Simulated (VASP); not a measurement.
Here is a VASP 6.6.1 calculation.

INCAR

```
SYSTEM = Al
  PREC = Accurate
  ENCUT = 300
  EDIFF = 1E-7
  ISMEAR = 1
  SIGMA = 0.1
  LREAL = .False.
  LASPH = .True.
  NELM = 80
  ALGO = Normal
  ISIF = 3
  LWAVE = .False.
  LCHARG = .False.
  GGA = PE
  IBRION = 2
  NSW = 90
  EDIFFG = -0.005
```

The input KPOINTS:

```
regular mesh
0
Gamma
  8 8 8
  0 0 0
```

POSCAR

```
Al                                      
1.0
    0.0000000000      2.0206946484      2.0206946484
    2.0206946484     -0.0000000000      2.0206946484
    2.0206946484      2.0206946484     -0.0000000000
  Al            
     1
Direct
     0.0000000000000000    0.0000000000000000    0.0000000000000000
```

Potentials or basis: VASP PAW PBE potentials, release 64 (Al).

The run is started by

```bash
$ cat potpaw_PBE.64/Al/POTCAR > POTCAR
$ mpirun -np 1 vasp_std > vasp.out
```

(1) Predict the band gap on the k mesh.

## Answers

(1) none (metal or under the smearing width).

Caveat: the relaxation stopped at its first step, so nothing moved.
